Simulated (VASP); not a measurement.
# C62N (a cell with a defect) in VASP: notebook

The runs below take C62N (a cell with a defect) through hyperfine couplings, with PBE, HSE06.

Program: VASP 6.6.1. These are calculated values, not measurements. Logs are shortened: lines on timing, memory, paths and dates and some standing lists are left out, and cuts for length are marked.

**1. Starting point**

The cell holds a defect, 63 atoms: a = 7.144 Å, b = 7.144 Å, c = 7.144 Å, α = 90.00°, β = 90.00°, γ = 90.00°.

The cell was built by a generator and needn't be a form met in nature.

**2. Hyperfine couplings, PBE, collinear spin, ferromagnetic start**

Input file INCAR:

```
SYSTEM = C62N
ALGO = Fast
EDIFF = 1E-7
ENCUT = 420
GGA = PE
ISIF = 2
ISMEAR = 0
ISPIN = 2
ISYM = 0
LASPH = .True.
LCHARG = .False.
LDMATRIX = .True.
LEFG = .True.
LHYPERFINE = .True.
LORBIT = 11
LREAL = .False.
LWAVE = .False.
MAGMOM = 0 0 0 0 0 0 0 0 0 0 0 0 0 0 0 0 0 0 0 0 0 0 0 0 0 0 0.66 0 0 0 0 0 0 0 0 0 0 0 0 0 0 0 0 0 0.66 0 0 0 0 0 0 0 0 0 0.66 0 0 0 0 0 0 0 0
NCORE = 4
NELECT = 254
NELM = 100
NGYROMAG = 3.0777 10.7084
NUPDOWN = 2
PREC = Accurate
QUAD_EFG = 20.44 0
SIGMA = 0.01
```

Input file KPOINTS:

```
k-points
0
Gamma
  1 1 1
  0 0 0
```

Input file POSCAR:

```
C62N
1.0
    7.1440000000      0.0000000000      0.0000000000
    0.0000000000      7.1440000000      0.0000000000
    0.0000000000      0.0000000000      7.1440000000
N C
1 62
Direct
    0.1376137000      0.1376137000      0.1376137000
    0.0060430000      0.2497973000      0.2497973000
    0.1252786000      0.3765358000      0.3765360000
    0.2497973000      0.0060430000      0.2497973000
    0.3765360000      0.1252786000      0.3765358000
    0.2497973000      0.2497973000      0.0060430000
    0.3765360000      0.3765358000      0.1252786000
    0.9998848000      0.9998848000      0.4999747000
    0.1242797000      0.1242797000      0.6261384000
    0.9983658000      0.2474720000      0.7519808000
    0.1235710000      0.3727933000      0.8773645000
    0.2474720000      0.9983658000      0.7519808000
    0.3727933000      0.1235710000      0.8773644000
    0.2500132000      0.2500132000      0.5013940000
    0.3746622000      0.3746621000      0.6258354000
    0.9998848000      0.4999747000      0.9998848000
    0.1242797000      0.6261384000      0.1242797000
    0.9983658000      0.7519808000      0.2474720000
    0.1235710000      0.8773644000      0.3727933000
    0.2500132000      0.5013939000      0.2500132000
    0.3746622000      0.6258354000      0.3746622000
    0.2474720000      0.7519808000      0.9983658000
    0.3727933000      0.8773644000      0.1235710000
    0.9999782000      0.4999016000      0.4999016000
    0.1239472000      0.6235861000      0.6235861000
    0.0012651000      0.7503495000      0.7503495000
    0.1328261000      0.8642605000      0.8642605000
    0.2495922000      0.4989236000      0.7509342000
    0.3754975000      0.6240872000      0.8754068000
    0.2495921000      0.7509342000      0.4989236000
    0.3754975000      0.8754068000      0.6240872000
    0.4999748000      0.9998848000      0.9998848000
    0.6261384000      0.1242797000      0.1242797000
    0.5013940000      0.2500132000      0.2500132000
    0.6258354000      0.3746621000      0.3746622000
    0.7519808000      0.9983658000      0.2474720000
    0.8773644000      0.1235710000      0.3727933000
    0.7519808000      0.2474720000      0.9983658000
    0.8773644000      0.3727933000      0.1235710000
    0.4999016000      0.9999782000      0.4999016000
    0.6235861000      0.1239472000      0.6235862000
    0.4989236000      0.2495922000      0.7509342000
    0.6240873000      0.3754975000      0.8754068000
    0.7503495000      0.0012651000      0.7503495000
    0.8642605000      0.1328263000      0.8642605000
    0.7509342000      0.2495922000      0.4989236000
    0.8754068000      0.3754975000      0.6240873000
    0.4999016000      0.4999016000      0.9999782000
    0.6235861000      0.6235861000      0.1239472000
    0.4989234000      0.7509342000      0.2495921000
    0.6240872000      0.8754068000      0.3754975000
    0.7509342000      0.4989236000      0.2495922000
    0.8754066000      0.6240872000      0.3754975000
    0.7503495000      0.7503495000      0.0012651000
    0.8642605000      0.8642605000      0.1328261000
    0.5000739000      0.5000739000      0.5000739000
    0.6250497000      0.6250497000      0.6250497000
    0.5000887000      0.7501054000      0.7501054000
    0.6254012000      0.8751811000      0.8751810000
    0.7501054000      0.5000887000      0.7501054000
    0.8751810000      0.6254013000      0.8751810000
    0.7501054000      0.7501054000      0.5000887000
    0.8751810000      0.8751810000      0.6254012000
```

Potentials or basis: VASP PAW PBE potentials, release 64 (N, C).

The run is started by

```
$ cat potpaw_PBE.64/N/POTCAR potpaw_PBE.64/C/POTCAR > POTCAR
$ mpirun -np 8 vasp_std > vasp.out
```

OUTCAR:

```text
SYSTEM = C62N
   EDIFF = 1E-7
   ENCUT = 420
   GGA = PE
   ISIF = 2
   ISMEAR = 0
   ISPIN = 2
   ISYM = 0
   LASPH = .True.
   LORBIT = 11
   LREAL = .False.
   NELECT = 254
   NELM = 100
   NUPDOWN = 2
   PREC = Accurate

 ion  position               nearest neighbor table
   1  0.138  0.138  0.138-   2 1.47   4 1.47   6 1.47
   2  0.006  0.250  0.250-   1 1.47   3 1.54  37 1.56  39 1.56
   3  0.125  0.377  0.377-  24 1.53   2 1.54  14 1.55  20 1.55
   4  0.250  0.006  0.250-   1 1.47   5 1.54  19 1.56  23 1.56
   5  0.377  0.125  0.377-  40 1.53   4 1.54  34 1.55  14 1.55
   6  0.250  0.250  0.006-   1 1.47   7 1.54  11 1.56  13 1.56
   7  0.377  0.377  0.125-  48 1.53   6 1.54  34 1.55  20 1.55
[... 42 lines left out ...]
  50  0.499  0.751  0.250-  21 1.54  51 1.55  49 1.56  23 1.56
  51  0.624  0.875  0.375-  40 1.54  50 1.55  62 1.55  36 1.56
  52  0.751  0.499  0.250-  35 1.54  53 1.55  49 1.56  39 1.56
  53  0.875  0.624  0.375-  24 1.54  52 1.55  62 1.55  18 1.56
  54  0.750  0.750  0.001-  55 1.49  61 1.55  59 1.55  49 1.55
  55  0.864  0.864  0.133-  54 1.49  36 1.49  18 1.49
  56  0.500  0.500  0.500-  57 1.55  21 1.55  35 1.55  15 1.55
  57  0.625  0.625  0.625-  56 1.55  58 1.55  60 1.55  62 1.55
  58  0.500  0.750  0.750-  57 1.55  59 1.55  29 1.55  31 1.55
  59  0.625  0.875  0.875-  32 1.55  58 1.55  44 1.55  54 1.55
  60  0.750  0.500  0.750-  57 1.55  61 1.55  43 1.55  47 1.55
  61  0.875  0.625  0.875-  16 1.55  60 1.55  54 1.55  26 1.55
  62  0.750  0.750  0.500-  57 1.55  63 1.55  53 1.55  51 1.55
  63  0.875  0.875  0.625-   8 1.55  62 1.55  44 1.55  26 1.55

IMPORTANT INFORMATION: All symmetrisations will be switched off!
NOSYMM: (Re-)initialisation of all symmetry stuff for point group C_1.

----------------------------------------------------------------------------------------

                                     Primitive cell

  volume of cell :     364.6064

  direct lattice vectors                    reciprocal lattice vectors
     7.144000000  0.000000000  0.000000000     0.139977604  0.000000000  0.000000000
     0.000000000  7.144000000  0.000000000     0.000000000  0.139977604  0.000000000
     0.000000000  0.000000000  7.144000000     0.000000000  0.000000000  0.139977604

  length of vectors
     7.144000000  7.144000000  7.144000000     0.139977604  0.139977604  0.139977604

  position of ions in fractional coordinates (direct lattice)
     0.137613700  0.137613700  0.137613700
     0.006043000  0.249797300  0.249797300
     0.125278600  0.376535800  0.376536000
     0.249797300  0.006043000  0.249797300
     0.376536000  0.125278600  0.376535800
[... 830 lines left out ...]
  62       0.000       0.032       0.000
  63       0.000       0.220       0.000
----------------------------------------------------------------------

 Fermi contact (isotropic) hyperfine coupling parameter (MHz)
 -------------------------------------------------------------
  ion      A_pw      A_1PS     A_1AE     A_1c      A_tot
 -------------------------------------------------------------
   1       0.143     0.141    -2.096    -0.338    -2.094
   2       0.002     0.002    -0.487    -0.033    -0.487
   3       0.241     0.242     0.330    -0.488     0.329
   4       0.003     0.002    -0.488    -0.033    -0.488
   5       0.241     0.242     0.329    -0.489     0.328
   6       0.002     0.002    -0.488    -0.033    -0.488
[... 55 lines left out ...]
  62      -0.129    -0.131    -2.484     0.133    -2.482
  63       0.646     0.650     4.347    -1.109     4.342
 -------------------------------------------------------------

 Dipolar hyperfine coupling parameters (MHz)
 ---------------------------------------------------------------------
  ion      A_xx      A_yy      A_zz      A_xy      A_xz      A_yz
 ---------------------------------------------------------------------
   1      -0.000     0.000     0.000    -0.025    -0.025    -0.025
   2      -0.613     0.307     0.307     0.063     0.063     0.621
   3       0.074    -0.037    -0.037    -0.413    -0.413     0.292
   4       0.307    -0.613     0.307     0.063     0.621     0.063
   5      -0.037     0.074    -0.037    -0.413     0.292    -0.413
   6       0.307     0.307    -0.613     0.621     0.063     0.063
[... 55 lines left out ...]
  62      -0.215    -0.215     0.431     0.072    -0.080    -0.080
  63      -0.161    -0.161     0.322    -1.144     0.614     0.614
 ---------------------------------------------------------------------

 Total hyperfine coupling parameters after diagonalization (MHz)
 (convention: |A_zz| > |A_xx| > |A_yy|)
 ----------------------------------------------------------------------
  ion      A_xx      A_yy      A_zz     asymmetry (A_yy - A_xx)/ A_zz
 ----------------------------------------------------------------------
   1      -2.070    -2.070    -2.144      -0.000
   2      -0.801     0.446    -1.105      -1.128
   3      -0.098    -0.001     1.084       0.090
   4      -0.802     0.445    -1.106      -1.127
   5      -0.098    -0.001     1.084       0.090
   6      -0.802     0.445    -1.106      -1.127
[... 55 lines left out ...]
  62      -2.647    -2.030    -2.770      -0.223
  63       5.040     2.661     5.325      -0.447
 ---------------------------------------------------------------------

 Spin-spin contribution to zero-field splitting tensor (MHz)
 ---------------------------------------------------------------
      D_xx      D_yy      D_zz      D_xy      D_xz      D_yz
 ---------------------------------------------------------------
      0.002    -0.001    -0.001   990.748   990.745   990.750
 ---------------------------------------------------------------

 after diagonalization
 ---------------------------------------------
     D_diag          eigenvector (x,y,z)
 ---------------------------------------------
   -990.744      -0.802     0.266     0.536
   -990.751      -0.156     0.772    -0.616
   1981.495       0.577     0.577     0.577
---------------------------------------------

 total charge

# of ion       s       p       d       tot
------------------------------------------
    1        1.211   2.686   0.000   3.897
    2        0.821   1.726   0.000   2.547
    3        0.831   1.772   0.000   2.603
    4        0.821   1.726   0.000   2.547
    5        0.831   1.772   0.000   2.603
    6        0.821   1.726   0.000   2.547
[... 55 lines left out ...]
   62        0.826   1.759   0.000   2.585
   63        0.826   1.758   0.000   2.584
--------------------------------------------------
tot         52.507 111.729   0.000 164.236

 magnetization (x)

# of ion       s       p       d       tot
------------------------------------------
    1       -0.001   0.007   0.000   0.005
    2       -0.000   0.000   0.000  -0.000
    3        0.000   0.004   0.000   0.004
    4       -0.000   0.000   0.000  -0.000
    5        0.000   0.004   0.000   0.004
    6       -0.000   0.000   0.000  -0.000
[... 55 lines left out ...]
   62       -0.001  -0.002   0.000  -0.002
   63        0.001   0.010   0.000   0.011
--------------------------------------------------
tot          0.132   1.156   0.000   1.287
```

Wall time 2.3 min (8 MPI ranks of Intel Xeon Platinum 8259CL at 2.50GHz (Skylake/Cascade Lake), shared host); peak memory 0.16 GiB.

What came out:

```yaml
Free_energy: -550.2581 eV
Largest_force: 0.008 eV/Å
Net_moment: 2.00 μB per cell
Site_moments: N +0.01; C -0.00, +0.00, +0.01, -0.01, +0.02, +0.33, +0.03 μB
Valence_electrons_inside_the_program's_atomic_spheres: N 3.90; C 2.55, 2.60, 2.59, 2.58, 2.61
```

Forces in eV/Å, atoms in the order of the input:
```
N    0.003  0.003  0.003
C    0.002  0.000  0.000
C    0.004  0.001  0.001
C    0.000  0.002  0.000
C    0.001  0.004  0.001
C    0.000  0.000  0.002
C    0.001  0.001  0.004
C    0.001  0.001  0.000
C   -0.001 -0.001  0.001
C    0.001 -0.005  0.003
C    0.001 -0.001  0.002
C   -0.005  0.001  0.003
C   -0.001  0.001  0.002
C   -0.004 -0.004  0.001
C   -0.003 -0.003  0.004
C    0.001  0.000  0.001
C   -0.001  0.001 -0.001
C    0.001  0.003 -0.005
C    0.001  0.002 -0.001
C   -0.004  0.001 -0.004
C   -0.003  0.004 -0.003
C   -0.005  0.003  0.001
C   -0.001  0.002  0.001
C   -0.001 -0.002 -0.002
C    0.008  0.002  0.002
C   -0.001  0.000  0.000
C   -0.006  0.002  0.002
C   -0.006  0.000  0.005
C   -0.001  0.000 -0.004
C   -0.006  0.005  0.000
C   -0.001 -0.004  0.000
C    0.000  0.001  0.001
C    0.001 -0.001 -0.001
C    0.001 -0.004 -0.004
C    0.004 -0.003 -0.003
C    0.003  0.001 -0.005
C    0.002  0.001 -0.001
C    0.003 -0.005  0.001
C    0.002 -0.001  0.001
C   -0.002 -0.001 -0.002
C    0.002  0.008  0.002
C    0.000 -0.006  0.005
C    0.000 -0.001 -0.004
C    0.000 -0.001  0.000
C    0.002 -0.006  0.002
C    0.005 -0.006  0.000
C   -0.004 -0.001  0.000
C   -0.002 -0.002 -0.001
C    0.002  0.002  0.008
C    0.000  0.005 -0.006
C    0.000 -0.004 -0.001
C    0.005  0.000 -0.006
C   -0.004  0.000 -0.001
C    0.000  0.000 -0.001
C    0.002  0.002 -0.006
C    0.000  0.000  0.000
C    0.002  0.002  0.002
C    0.000  0.004  0.004
C   -0.003 -0.001 -0.001
C    0.004  0.000  0.004
C   -0.001 -0.003 -0.001
C    0.004  0.004  0.000
C   -0.001 -0.001 -0.003
```

Electric field gradients, principal values (V/Å²):
| atom | Vxx | Vyy | Vzz |
| --- | --- | --- | --- |
| 1 N | 73.084 | 73.084 | -146.168 |
| 2 C | -8.692 | -9.133 | 17.825 |
| 3 C | 0.512 | 3.049 | -3.561 |
| 4 C | -8.692 | -9.133 | 17.825 |
| 5 C | 0.512 | 3.049 | -3.561 |
| 6 C | -8.692 | -9.133 | 17.825 |
| 7 C | 0.512 | 3.049 | -3.561 |
| 8 C | -0.027 | -0.643 | 0.670 |
| 9 C | -1.173 | -1.660 | 2.833 |
| 10 C | 2.634 | 7.369 | -10.004 |
| 11 C | -0.055 | -3.405 | 3.461 |
| 12 C | 2.634 | 7.369 | -10.004 |
| 13 C | -0.055 | -3.405 | 3.461 |
| 14 C | 0.003 | 1.005 | -1.007 |
| 15 C | -0.711 | -0.999 | 1.711 |
| 16 C | -0.027 | -0.643 | 0.670 |
| 17 C | -1.173 | -1.660 | 2.833 |
| 18 C | 2.634 | 7.369 | -10.004 |
| 19 C | -0.055 | -3.405 | 3.460 |
| 20 C | 0.003 | 1.005 | -1.007 |
| 21 C | -0.711 | -0.999 | 1.711 |
| 22 C | 2.634 | 7.369 | -10.004 |
| 23 C | -0.055 | -3.405 | 3.460 |
| 24 C | 0.374 | 1.536 | -1.910 |
| 25 C | -0.298 | -3.561 | 3.859 |
| 26 C | 3.468 | 7.215 | -10.683 |
| 27 C | 8.445 | 10.573 | -19.018 |
| 28 C | -0.432 | -1.237 | 1.669 |
| 29 C | 1.268 | 1.732 | -3.000 |
| 30 C | -0.432 | -1.237 | 1.669 |
| 31 C | 1.268 | 1.733 | -3.000 |
| 32 C | -0.027 | -0.643 | 0.670 |
| 33 C | -1.173 | -1.660 | 2.833 |
| 34 C | 0.003 | 1.005 | -1.007 |
| 35 C | -0.711 | -0.999 | 1.711 |
| 36 C | 2.634 | 7.369 | -10.004 |
| 37 C | -0.055 | -3.405 | 3.461 |
| 38 C | 2.634 | 7.369 | -10.004 |
| 39 C | -0.055 | -3.405 | 3.461 |
| 40 C | 0.374 | 1.536 | -1.910 |
| 41 C | -0.298 | -3.561 | 3.859 |
| 42 C | -0.432 | -1.237 | 1.669 |
| 43 C | 1.268 | 1.732 | -3.000 |
| 44 C | 3.468 | 7.214 | -10.683 |
| 45 C | 8.445 | 10.572 | -19.018 |
| 46 C | -0.432 | -1.237 | 1.669 |
| 47 C | 1.268 | 1.733 | -3.000 |
| 48 C | 0.374 | 1.536 | -1.910 |
| 49 C | -0.298 | -3.561 | 3.859 |
| 50 C | -0.432 | -1.237 | 1.669 |
| 51 C | 1.268 | 1.732 | -3.000 |
| 52 C | -0.432 | -1.237 | 1.669 |
| 53 C | 1.268 | 1.733 | -3.000 |
| 54 C | 3.468 | 7.215 | -10.683 |
| 55 C | 8.445 | 10.573 | -19.018 |
| 56 C | 0.581 | 0.581 | -1.162 |
| 57 C | -0.437 | -0.437 | 0.875 |
| 58 C | 0.679 | 0.723 | -1.402 |
| 59 C | -0.828 | -1.295 | 2.124 |
| 60 C | 0.679 | 0.723 | -1.402 |
| 61 C | -0.828 | -1.295 | 2.124 |
| 62 C | 0.679 | 0.723 | -1.402 |
| 63 C | -0.828 | -1.295 | 2.124 |

Hyperfine coupling, principal values (MHz):
| atom | values |
| --- | --- |
| 1 N | -2.1, -2.1, -2.1 |
| 2 C | -0.8, 0.4, -1.1 |
| 3 C | -0.1, 0.0, 1.1 |
| 4 C | -0.8, 0.4, -1.1 |
| 5 C | -0.1, 0.0, 1.1 |
| 6 C | -0.8, 0.4, -1.1 |
| 7 C | -0.1, 0.0, 1.1 |
| 8 C | -2.4, -0.9, -2.5 |
| 9 C | 0.9, 0.2, 2.2 |
| 10 C | -9.3, -5.6, -9.6 |
| 11 C | 2.6, 2.1, 4.0 |
| 12 C | -9.3, -5.6, -9.6 |
| 13 C | 2.6, 2.1, 4.0 |
| 14 C | -0.5, -0.3, -0.6 |
| 15 C | 1.7, 1.4, 1.8 |
| 16 C | -2.4, -0.9, -2.5 |
| 17 C | 0.9, 0.2, 2.2 |
| 18 C | -9.3, -5.6, -9.6 |
| 19 C | 2.6, 2.1, 4.0 |
| 20 C | -0.5, -0.3, -0.6 |
| 21 C | 1.7, 1.4, 1.8 |
| 22 C | -9.3, -5.6, -9.6 |
| 23 C | 2.6, 2.1, 4.0 |
| 24 C | 1.2, -0.9, -2.6 |
| 25 C | 15.6, 15.4, 21.1 |
| 26 C | -10.1, -7.9, -10.2 |
| 27 C | 100.0, 99.0, 179.6 |
| 28 C | -1.0, -0.4, -1.3 |
| 29 C | 15.6, 14.9, 21.3 |
| 30 C | -1.0, -0.4, -1.3 |
| 31 C | 15.6, 14.9, 21.3 |
| 32 C | -2.4, -0.9, -2.5 |
| 33 C | 0.9, 0.2, 2.2 |
| 34 C | -0.5, -0.3, -0.6 |
| 35 C | 1.7, 1.4, 1.8 |
| 36 C | -9.3, -5.6, -9.6 |
| 37 C | 2.6, 2.1, 4.0 |
| 38 C | -9.3, -5.6, -9.6 |
| 39 C | 2.6, 2.1, 4.0 |
| 40 C | 1.2, -0.9, -2.6 |
| 41 C | 15.6, 15.4, 21.1 |
| 42 C | -1.0, -0.4, -1.3 |
| 43 C | 15.6, 14.9, 21.3 |
| 44 C | -10.1, -7.9, -10.2 |
| 45 C | 100.0, 99.0, 179.6 |
| 46 C | -1.0, -0.4, -1.3 |
| 47 C | 15.6, 14.9, 21.3 |
| 48 C | 1.2, -0.9, -2.6 |
| 49 C | 15.6, 15.4, 21.1 |
| 50 C | -1.0, -0.4, -1.3 |
| 51 C | 15.6, 14.9, 21.3 |
| 52 C | -1.0, -0.4, -1.3 |
| 53 C | 15.6, 14.9, 21.3 |
| 54 C | -10.1, -7.9, -10.2 |
| 55 C | 100.0, 99.0, 179.6 |
| 56 C | 0.1, 0.1, -0.3 |
| 57 C | -1.0, -1.0, -1.3 |
| 58 C | -2.6, -2.0, -2.8 |
| 59 C | 5.0, 2.7, 5.3 |
| 60 C | -2.6, -2.0, -2.8 |
| 61 C | 5.0, 2.7, 5.3 |
| 62 C | -2.6, -2.0, -2.8 |
| 63 C | 5.0, 2.7, 5.3 |

Caveat: the cell carries a net charge on a neutralising background, which shifts energy and pressure; the total moment is fixed, so each spin has its own Fermi level.

(Part 1 of 2 ends here.)
